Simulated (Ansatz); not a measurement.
**Pb: pressure against volume**

Pb, Fm-3m, a = 5.042 Å. Ansatz: PBE, PAW, 420 eV, Γ-centred 14×14×14 mesh on 1 atom, Gaussian smearing 0.10 eV; no spin polarisation. Symmetry fixes shape and atoms, so the cell is only scaled; pressure is positive in compression.

| V (Å³/atom) | P (GPa) |
| --- | --- |
| 30.121 | ? |
| 31.083 | 1.26 |
| 32.044 | -0.02 |
| 33.005 | -1.10 |
| 33.967 | -2.02 |

Take V0 = 32.044 Å³/atom, count pressures from its P0 = -0.02 GPa, fit the third-order Birch–Murnaghan form to the other rows, and predict the missing pressure.

With the Eulerian strain f = ½[(V0/V)^(2/3) − 1] and y = (P − P0)/[3f(1 + 2f)^(5/2)], the form is the line y = B0 + 1.5 B0 (B0′ − 4) f. Rows (f, y): 0.01025, 39.6; -0.00975, 38.8; -0.01905, 38.6. Means f = -0.006183, y = 39.000; Σ(Δf)² = 0.0004483, ΣΔfΔy = 0.01572; the slope is their ratio. y = 39.22 + 35.06 f GPa, so B0 = 39.2 GPa and B0′ = 4 + 2 × (35.06)/(3 × 39.22) = 4.60. At V = 30.121, f = 0.02106, y = 39.96 and P = 2.78 GPa. The run gave 2.79 GPa, so the fit is 0.01 GPa too low, a small miss on the scale of the series. The form still works here, 33 % of the fitted range beyond its end.

Spin–orbit coupling is left out, which can shift energies with elements as heavy as these.